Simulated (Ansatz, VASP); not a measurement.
## One calculation of GaSb, two programs

Contents of POSCAR:

```
GaSb
1.0
    0.0000000000      2.8731179496      2.8731179496
    2.8731179496      0.0000000000      2.8731179496
    2.8731179496      2.8731179496      0.0000000000
Ga Sb
1 1
Direct
    0.0000000000      0.0000000000      0.0000000000
    0.5000000000      0.5000000000      0.5000000000
```

The input INCAR.step1:

```
ALGO = Normal
EDIFF = 1E-4
ENCUT = 520
GGA = PE
ISMEAR = -1
LASPH = True
LCHARG = False
LREAL = False
LWAVE = True
NBANDS = 16
NELM = 60
PREC = Accurate
SIGMA = 0.02
```

File INCAR.step2:

```
ALGO = Normal
EDIFF = 1E-7
ENCUT = 520
ISIF = 2
ISMEAR = -1
ISTART = 1
LASPH = True
LCHARG = False
LMIXTAU = True
LREAL = False
LWAVE = False
METAGGA = R2SCAN
NBANDS = 16
NELM = 60
PREC = Accurate
SIGMA = 0.02
```

The input KPOINTS:

```
k-points
0
Gamma
  8 8 8
```

Input for Ansatz:

```yaml
crystal:
  lattice:
    - [0.0, 2.8731179496, 2.8731179496]
    - [2.8731179496, 0.0, 2.8731179496]
    - [2.8731179496, 2.8731179496, 0.0]
  atoms:
    - { symbol: Ga, position: [0.0, 0.0, 0.0] }
    - { symbol: Sb, position: [0.5, 0.5, 0.5] }
kpoints:
  mp_grid: { grid: [8, 8, 8] }
  band_path:
    path:
      - [0.0, 0.0, 0.0]
      - [0.5, 0.0, 0.5]
      - [0.625, 0.25, 0.625]
      - [0.375, 0.375, 0.75]
      - [0.5, 0.5, 0.5]
      - [0.5, 0.25, 0.75]
      - [0.1875, 0.1875, 0.375]
    npoints: 1
hamiltonian:
  xc: r2scan
scf:
  occupations: { method: fermi_dirac, width: 0.02 }
  n_extra_bands: 4
output:
  forces: true
  stress: true
  eigenvalues: true
  write_density: true
  write_potential: true
  elf: true
  volumetric_format: npy
```

Alike in both runs: task single point; functional r2SCAN; k mesh 8 × 8 × 8; occupations fermi-dirac, width 0.02 eV; no spin polarisation.

```csv
,VASP,Ansatz
version,VASP 6.6.1,Ansatz 0.2.0
potentials or method,"VASP PAW PBE potentials, release 64 (Ga_d, Sb)","plane waves, PAW"
plane-wave cutoff (eV),520,500
valence electrons in the cell,18,28
```

|  | VASP | Ansatz | Ansatz less VASP |
| --- | --- | --- | --- |
| pressure (GPa) | 0.0 | 0.0 | -0.03 |

The functional is the same, so the differences come from potentials, cutoffs and numerics. The two sets of potentials don't hold the same shells in valence.

Caveats: the PAW data sets were made with another functional, which shifts forces and pressure a little (VASP). Spin-orbit coupling is left out, which matters for the levels of Sb.
